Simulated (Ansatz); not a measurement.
L1₀ (CuAu-type) CoPt, treated with r²SCAN-D4 (plane waves, PAW; Ansatz, a quantum-chemistry and plane-wave program).

Numerical settings: plane-wave cutoff 560 eV, 20×20×16 k mesh (along the axes of the cell as run), Fermi–Dirac smearing 0.05 eV, spin-polarised with parallel moments, scalar-relativistic PAW data made under PBE.

Response to compression and expansion:

Shape and atoms are relaxed at each volume.

```json
[
 {"V (Å³/atom)": "12.718", "P (GPa)": "10.55", "moment (μB per cell of 2 atoms)": "2.41", "c (Å)": "3.655", "a (Å)": "2.638"},
 {"V (Å³/atom)": "12.983", "P (GPa)": "4.95", "moment (μB per cell of 2 atoms)": "2.43", "c (Å)": "3.687", "a (Å)": "2.654"},
 {"V (Å³/atom)": "13.248", "P (GPa)": "0.00", "moment (μB per cell of 2 atoms)": "2.45", "c (Å)": "3.719", "a (Å)": "2.669"},
 {"V (Å³/atom)": "13.513", "P (GPa)": "-4.39", "moment (μB per cell of 2 atoms)": "2.46", "c (Å)": "3.750", "a (Å)": "2.684"},
 {"V (Å³/atom)": "13.778", "P (GPa)": "-8.31", "moment (μB per cell of 2 atoms)": "2.47", "c (Å)": "3.780", "a (Å)": "2.700"}
]
```

Note: the bulk modulus comes from volumes at which shape and atoms were relaxed.
